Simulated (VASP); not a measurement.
Runs of VASP 6.6.1 on K. The structure is cubic, space group Pm-3m (No. 221). The conventional cell has a = 4.408 Å, b = 4.408 Å, c = 4.408 Å, α = 90.00°, β = 90.00°, γ = 90.00°. K (site symmetry m-3m) is surrounded by 6 K at 4.41 Å. This isn't the form of K at room conditions, which is bcc.

```csv
cell,k mesh,gap on the mesh (eV),pressure (GPa)
"Pm-3m, 85.67 Å³/atom",8 × 8 × 8,none,0.0
"Pm-3m, 95.95 Å³/atom",8 × 8 × 8,none,(a)
"Pm-3m, 85.67 Å³/atom",12 × 12 × 12,none,0.0
"Pm-3m, 89.09 Å³/atom",8 × 8 × 8,none,-0.1
```

Alike in all rows: task single point; level revPBE; potentials or basis VASP PAW PBE potentials, release 64 (K_sv); no spin polarisation; cutoff (eV) 520; smearing fermi-dirac 0.1 eV.

**Question.** Estimate the missing entries.

**Answer.** (a) -0.2.

Caveats: the PAW data sets were made with another functional, which shifts forces and pressure a little.

A gap of «none» marks a metal or a gap under the smearing width.
